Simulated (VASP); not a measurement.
# In2O3: input slips in a band-gap run and what they do, part 2 of 2

Some runs for the gap of In2O3 get a fault in the input on purpose. Which of them show, and how? The starting structure is a measured crystal structure from the Crystallography Open Database. The atoms were first relaxed with LDA in that cell, in a run that isn't shown, and the relaxed structure is the one below.

VASP 6.6.1.

Results so far: reference 1.199 eV; a k mesh far too coarse and no band path 1.088 eV.

**4. Bands with one electron missing**

Level of this step: LDA; plane waves and PAW (In_d, O) (VASP).

A slip made on purpose: one electron missing. Against step 2 the input has NELECT = 87 (also changed: NELM).

INCAR reads:

```
SYSTEM = In2O3
PREC = Accurate
ENCUT = 460
EDIFF = 1E-06
NELM = 60
ISMEAR = 0
SIGMA = 0.03
LREAL = .FALSE.
ALGO = Normal
GGA = CA
NBANDS = 68
LORBIT = 11
LWAVE = .FALSE.
LCHARG = .FALSE.
KPAR = 16
LASPH = .TRUE.
NELECT = 87
```

POSCAR reads:

```
In2O3
1.0
    2.7435000000      1.5839604635      4.8366666667
   -2.7435000000      1.5839604635      4.8366666667
    0.0000000000     -3.1679209270      4.8366666667
In O
4 6
Direct
    0.8570255814      0.8570255814      0.8570255814
    0.6429744186      0.6429744186      0.6429744186
    0.1429744186      0.1429744186      0.1429744186
    0.3570255814      0.3570255814      0.3570255814
    0.0459967389      0.7500000000      0.4540032611
    0.7500000000      0.4540032611      0.0459967389
    0.4540032611      0.0459967389      0.7500000000
    0.9540032611      0.2500000000      0.5459967389
    0.2500000000      0.5459967389      0.9540032611
    0.5459967389      0.9540032611      0.2500000000
```

KPOINTS reads:

```
Automatic mesh
0
Gamma
6 6 6
0 0 0
```

KPOINTS_OPT reads:

```
Line mode
8
Line-mode
Reciprocal
  0.00000000   0.00000000   0.00000000 GAMMA
  0.50000000   0.00000000   0.00000000 L

  0.50000000   0.00000000   0.00000000 L
  0.50000000   0.23816651  -0.23816651 B1

  0.76183349   0.50000000   0.23816651 B
  0.50000000   0.50000000   0.50000000 Z

  0.50000000   0.50000000   0.50000000 Z
  0.00000000   0.00000000   0.00000000 GAMMA

  0.00000000   0.00000000   0.00000000 GAMMA
  0.36908326   0.00000000  -0.36908326 X

  0.63091674   0.36908326   0.00000000 Q
  0.50000000   0.50000000   0.00000000 F

  0.50000000   0.50000000   0.00000000 F
  0.63091674   0.63091674   0.23816651 P1

  0.63091674   0.63091674   0.23816651 P1
  0.50000000   0.50000000   0.50000000 Z

  0.50000000   0.00000000   0.00000000 L
  0.76183349   0.36908326   0.36908326 P
```

Potentials, in the order of the species: In_d and O (LDA family, release 64).

Command:

```
> mpirun -np 16 vasp_std
```

The program printed:

```text
[banner, memory and clock lines left out]
running   16 mpi-ranks, on    1 nodes
[...]
[... a notice as in an earlier step ...]

 LDA part: xc-table for (Slater(with rela. corr.)+CA(PZ))
 , standard interpolation
 POSCAR, INCAR and KPOINTS ok, starting setup
[...]
entering main loop
       N       E                     dE             d eps       ncg     rms          rms(c)
DAV:   1     0.112672437452E+04    0.11267E+04   -0.34656E+04  4736   0.170E+03
DAV:   2     0.155241998036E+03   -0.97148E+03   -0.88133E+03  4472   0.498E+02
DAV:   3    -0.606234077412E+02   -0.21587E+03   -0.20689E+03  4816   0.210E+02
DAV:   4    -0.756161420861E+02   -0.14993E+02   -0.14785E+02  5320   0.643E+01
DAV:   5    -0.760413099258E+02   -0.42517E+00   -0.42466E+00  5436   0.107E+01BRMIX: very serious problems
 the old and the new charge density differ
 old charge density:    88.00000 new   87.00000
BRMIX: very serious problems
 the old and the new charge density differ
 old charge density:    88.00000 new   87.00000
BRMIX: very serious problems
[...]
DAV:  13    -0.688011640046E+02    0.39663E-05   -0.13005E-05  5676   0.275E-02    0.111E-02
DAV:  14    -0.688011640787E+02   -0.74084E-07   -0.11445E-06  2492   0.101E-02
   1 F= -.68801164E+02 E0= -.68797631E+02  d E =-.706550E-02
 Start KPOINTS_OPT (optional k-point list driver)
k-point batch [1-32\72]
       N       E                     dE             ncg
DAV:   1     0.275342524131E+05   -0.17426E+05     4768
DAV:   2    -0.230019020144E+04   -0.29834E+05     4408
DAV:   3    -0.891115054803E+04   -0.66110E+04     4780
DAV:   4    -0.938410617314E+04   -0.47296E+03     5360
[...]
DAV:   8    -0.939851966084E+04   -0.39291E-03     6192
DAV:   9    -0.939851967050E+04   -0.96580E-05     4800
DAV:  10    -0.939851967112E+04   -0.62221E-06     2948
[...]
k-point batch [65-72\72]
       N       E                     dE             ncg
DAV:   1     0.557287494646E+05   -0.84459E+04     1176
DAV:   2     0.481937049202E+05   -0.75350E+04     1120
DAV:   3     0.465044429048E+05   -0.16893E+04     1196
DAV:   4     0.463826500082E+05   -0.12179E+03     1308
[...]
DAV:   8     0.463789121274E+05   -0.88399E-04     1544
DAV:   9     0.463789121254E+05   -0.19961E-05     1164
DAV:  10     0.463789121252E+05   -0.17429E-06      688
```

Run time: 32 s. Hardware: 16 MPI ranks of Intel Xeon 6975P-C (Granite Rapids), shared host; peak memory 7.1 GiB; 8.3 min of CPU time.

From OUTCAR (step 4):

```text
  Total      -14.7834827    -14.7834827    -14.9117577      0.0000000     -0.0000000     -0.0000000
  in kB     -187.8194782   -187.8194782   -189.4491712      0.0000000     -0.0000000     -0.0000000
  external PRESSURE =    -188.3627092 kB  Pullay stress =       0.0000000 kB

 POSITION                                       TOTAL-FORCE (eV/Angst)
 -----------------------------------------------------------------------------------
      0.00000      0.00000     12.43544         0.000000     -0.000000      0.069060
      0.00000      0.00000      9.32956         0.000000     -0.000000     -0.069060
      0.00000      0.00000      2.07456         0.000000     -0.000000     -0.069060
      0.00000      0.00000      5.18044         0.000000     -0.000000      0.069060
     -1.93143     -0.17742      6.04583        -0.061230     -0.106053      0.000000
      0.81207      1.76138      6.04583        -0.061230      0.106053      0.000000
      1.11937     -1.58396      6.04583         0.122459     -0.000000      0.000000
      1.93143      0.17742      8.46417         0.061230      0.106053      0.000000
     -0.81207     -1.76138      8.46417         0.061230     -0.106053      0.000000
     -1.11937      1.58396      8.46417        -0.122459     -0.000000      0.000000
 -----------------------------------------------------------------------------------
    total drift:                                0.000000     -0.000000     -0.000000

  FREE ENERGIE OF THE ION-ELECTRON SYSTEM (eV)
  ---------------------------------------------------
  free  energy   TOTEN  =       -68.8011640787 eV

  energy  without entropy=      -68.7940985833  energy(sigma->0) =      -68.79763133

[... 2 parts as in an earlier step ...]

[... 1 further part left out ...]
[key lines of the parts left out:]
E-fermi :   4.9601
```

With one electron missing there is no gap to read, since by its occupations the run counts as a metal (its levels may still leave one).

**5. Bands with a cutoff far too low**

A slip made on purpose: a cutoff far too low. Against step 2 the input has ENCUT = 180 (also changed: NELM).

Changes to INCAR since step 4:

```diff
@@ -2,3 +2,3 @@
 PREC = Accurate
-ENCUT = 460
+ENCUT = 180
 EDIFF = 1E-06
@@ -16,2 +16 @@
 LASPH = .TRUE.
-NELECT = 87
```

POSCAR is that of step 4.

KPOINTS is that of step 4.

KPOINTS_OPT is that of step 4.

Command:

```
> mpirun -np 16 vasp_std
```

The program printed:

```text
[... set-up lines as in an earlier step ...]
 entering main loop
       N       E                     dE             d eps       ncg     rms          rms(c)
DAV:   1     0.569786641567E+03    0.56979E+03   -0.21619E+04  4568   0.747E+02
DAV:   2    -0.126510869673E+02   -0.58244E+03   -0.55153E+03  4740   0.268E+02
DAV:   3    -0.698999032821E+02   -0.57249E+02   -0.56153E+02  4904   0.916E+01
DAV:   4    -0.710102750063E+02   -0.11104E+01   -0.11070E+01  4964   0.135E+01
[...]
DAV:  10    -0.648680305604E+02    0.25415E-05   -0.55448E-04  4916   0.105E-01    0.401E-02
DAV:  11    -0.648680233286E+02    0.72318E-05   -0.37022E-05  4708   0.303E-02    0.246E-02
DAV:  12    -0.648680233321E+02   -0.35634E-08   -0.39460E-06  4784   0.148E-02
   1 F= -.64868023E+02 E0= -.64868023E+02  d E =-.227711E-11
 Start KPOINTS_OPT (optional k-point list driver)
k-point batch [1-32\72]
       N       E                     dE             ncg
DAV:   1     0.109587525531E+05   -0.17532E+05     4548
DAV:   2    -0.787756207025E+04   -0.18836E+05     4764
DAV:   3    -0.976664361316E+04   -0.18891E+04     4848
DAV:   4    -0.980326718480E+04   -0.36624E+02     4852
DAV:   5    -0.980387231442E+04   -0.60513E+00     5604
DAV:   6    -0.980388380225E+04   -0.11488E-01     4864
DAV:   7    -0.980388428512E+04   -0.48286E-03     5472
DAV:   8    -0.980388430204E+04   -0.16925E-04     3956
DAV:   9    -0.980388430275E+04   -0.70927E-06     3236
[...]
k-point batch [65-72\72]
       N       E                     dE             ncg
DAV:   1     0.340870995971E+05   -0.71820E+04     1144
DAV:   2     0.293784391062E+05   -0.47087E+04     1180
DAV:   3     0.289152204515E+05   -0.46322E+03     1224
DAV:   4     0.289062808278E+05   -0.89396E+01     1212
DAV:   5     0.289061320909E+05   -0.14874E+00     1360
DAV:   6     0.289061291992E+05   -0.28917E-02     1264
DAV:   7     0.289061290763E+05   -0.12295E-03     1256
DAV:   8     0.289061290715E+05   -0.48134E-05     1048
DAV:   9     0.289061290713E+05   -0.20333E-06      768
```

Run time: 7.2 s. Hardware: 16 MPI ranks; peak memory 3.3 GiB; 1.7 min of CPU time.

From OUTCAR (step 5):

```text
  Total     -191.8858541   -191.8858541   -191.9056854     -0.0000000      0.0000000     -0.0000000
  in kB    -2437.8491688  -2437.8491688  -2438.1011193     -0.0000000      0.0000000     -0.0000000
  external PRESSURE =   -2437.9331523 kB  Pullay stress =       0.0000000 kB

 POSITION                                       TOTAL-FORCE (eV/Angst)
 -----------------------------------------------------------------------------------
      0.00000      0.00000     12.43544         0.000000      0.000000      0.015671
      0.00000      0.00000      9.32956         0.000000      0.000000     -0.015671
      0.00000      0.00000      2.07456         0.000000      0.000000     -0.015671
      0.00000      0.00000      5.18044         0.000000      0.000000      0.015671
     -1.93143     -0.17742      6.04583         0.249200      0.431627      0.000000
      0.81207      1.76138      6.04583         0.249200     -0.431627      0.000000
      1.11937     -1.58396      6.04583        -0.498400      0.000000      0.000000
      1.93143      0.17742      8.46417        -0.249200     -0.431627      0.000000
     -0.81207     -1.76138      8.46417        -0.249200      0.431627      0.000000
     -1.11937      1.58396      8.46417         0.498400      0.000000     -0.000000
 -----------------------------------------------------------------------------------
    total drift:                                0.000000      0.000000     -0.000000

  FREE ENERGIE OF THE ION-ELECTRON SYSTEM (eV)
  ---------------------------------------------------
  free  energy   TOTEN  =       -64.8680233321 eV

  energy  without entropy=      -64.8680233321  energy(sigma->0) =      -64.86802333

[... 1 part as in an earlier step ...]

[... 2 further parts left out ...]
[key lines of the parts left out:]
E-fermi :   5.6123
```

With a cutoff far too low the gap is 0.445 eV, -0.754 eV from the reference.

**6. Bands with a fixed density without a density file**

A slip made on purpose: a fixed density without a density file. Against step 2 the input has ICHARG = 11 (also changed: NELM).

Changes to INCAR since step 5:

```diff
@@ -2,3 +2,3 @@
 PREC = Accurate
-ENCUT = 180
+ENCUT = 460
 EDIFF = 1E-06
@@ -16 +16,2 @@
 LASPH = .TRUE.
+ICHARG = 11
```

POSCAR is that of step 5.

KPOINTS is that of step 5.

KPOINTS_OPT is that of step 5.

Command:

```
> mpirun -np 16 vasp_std
```

The program printed:

```text
[banner, memory and clock lines left out]
running   16 mpi-ranks, on    1 nodes
[...]
|                                                                             |
|           W    W    AA    RRRRR   N    N  II  N    N   GGGG   !!!           |
|           W    W   A  A   R    R  NN   N  II  NN   N  G    G  !!!           |
|           W    W  A    A  R    R  N N  N  II  N N  N  G       !!!           |
|           W WW W  AAAAAA  RRRRR   N  N N  II  N  N N  G  GGG   !            |
|           WW  WW  A    A  R   R   N   NN  II  N   NN  G    G                |
|           W    W  A    A  R    R  N    N  II  N    N   GGGG   !!!           |
|                                                                             |
|     For optimal performance we recommend to set                             |
|       NCORE = 2 up to number-of-cores-per-socket                            |
|     NCORE specifies how many cores store one orbital (NPAR=cpu/NCORE).      |
|     This setting can greatly improve the performance of VASP for DFT.       |
[...]
LDA part: xc-table for (Slater(with rela. corr.)+CA(PZ))
 , standard interpolation
 POSCAR, INCAR and KPOINTS ok, starting setup
[...]
WARNING: CHGCAR is incomplete
|                                                                             |
|     EEEEEEE  RRRRRR   RRRRRR   OOOOOOO  RRRRRR      ###     ###     ###     |
|     E        R     R  R     R  O     O  R     R     ###     ###     ###     |
|     E        R     R  R     R  O     O  R     R     ###     ###     ###     |
|     EEEEE    RRRRRR   RRRRRR   O     O  RRRRRR       #       #       #      |
|     E        R   R    R   R    O     O  R   R                               |
|     E        R    R   R    R   O     O  R    R      ###     ###     ###     |
|     EEEEEEE  R     R  R     R  OOOOOOO  R     R     ###     ###     ###     |
|                                                                             |
|     ERROR: charge density could not be read from file CHGCAR for            |
|     ICHARG>10                                                               |
|                                                                             |
|       ---->  I REFUSE TO CONTINUE WITH THIS SICK JOB ... BYE!!! <----       |
|                                                                             |

1
1
1
1
1
1
1
1
1
1
1
1
1
1
1
1
```

Wall time 9 s (16 MPI ranks).

VASP stopped with this message: “ERROR: charge density could not be read from file CHGCAR for ICHARG>10”.

**7. All runs side by side**

```
                                     run            ended  gap (eV)  change (eV)  core minutes
                               reference        converged     1.199            -          8.53
a k mesh far too coarse and no band path        converged     1.088       -0.111         0.373
                    one electron missing        converged      none            -          8.53
                    a cutoff far too low        converged     0.445       -0.754          1.92
  a fixed density without a density file  stopped by VASP         -            -           2.4
```

Core minutes are wall time times ranks of the run shown, on a shared host.

**8. Summary of results**

| Property | Result |
| --- | --- |
| reference gap | 1.199 eV |
| gap with a k mesh far too coarse and no band path | 1.088 eV |
| gap with one electron missing | none to read from the occupations |
| gap with a cutoff far too low | 0.445 eV |
| run with a fixed density without a density file | stopped by VASP |

What this shows: VASP stopped by itself in the run with a fixed density without a density file. Finished, but with signs in the output that stand out against the reference: a k mesh far too coarse and no band path, with the gap changed by -0.11 eV (signs: a stress of up to 6.6 GPa and forces of up to 0.31 eV/Å); one electron missing, with no gap to read, since by its occupations the run counts as a metal (its levels may still leave one) (signs: a warning on the charge density, a stress of up to 18.9 GPa and forces of up to 0.12 eV/Å); a cutoff far too low, with the gap changed by -0.75 eV (signs: a stress of up to 243.8 GPa and forces of up to 0.50 eV/Å). Further runs on this material are not shown.

[Lines on the potential files, build, host, timing and source positions are cut from VASP's logs without a mark.]

[Logs are printed without paths, hosts, clocks, repeated set-up lines and the standing remarks that a program may print on its own settings, such as how far it seeks lower states.]

[Hosts, paths, dates, database ids (printed as entryN), source tags and the programs' standing remarks are cut or masked in the printed files.]
